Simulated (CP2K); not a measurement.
Crystal: Ta.

```
CELL_PARAMETERS angstrom
2.86010 0.00000 0.00000
-0.95337 2.69653 0.00000
-0.95337 -1.34826 2.33526
ATOMIC_POSITIONS crystal
Ta 0.00000 0.00000 0.00000
```

Base run:

- Program: CP2K 2026.2
- Functional: PBE
- Potentials or basis: POTENTIAL_UZH Ta GTH-PBE-q13; TZVP-MOLOPT-PBE-GTH basis
- Density cutoff: 9184 eV
- k mesh: 11 × 11 × 11
- Occupations: fermi-dirac, width 0.05 eV
- Spin: no spin polarisation

Its results: band gap on the k mesh none (metal or under the smearing width); pressure 1.5 GPa.

Task: After a change of settings the same cell gave: band gap on the k mesh none (metal or under the smearing width); pressure -7.3 GPa. Which change was it?
A. functional from PBE to LDA
B. functional from PBE to MS2
C. functional from PBE to RPBE
D. functional from PBE to PBEsol

Result: A.

LDA binds more tightly than PBE, so the same cell stands under less pressure.

Caveats: spin-orbit coupling is left out, which moves the levels of the heavy elements; the basis of atomic orbitals isn't converged, which shifts pressures, moduli and gaps; the potentials were made for another functional, which shifts forces and pressure (some runs).
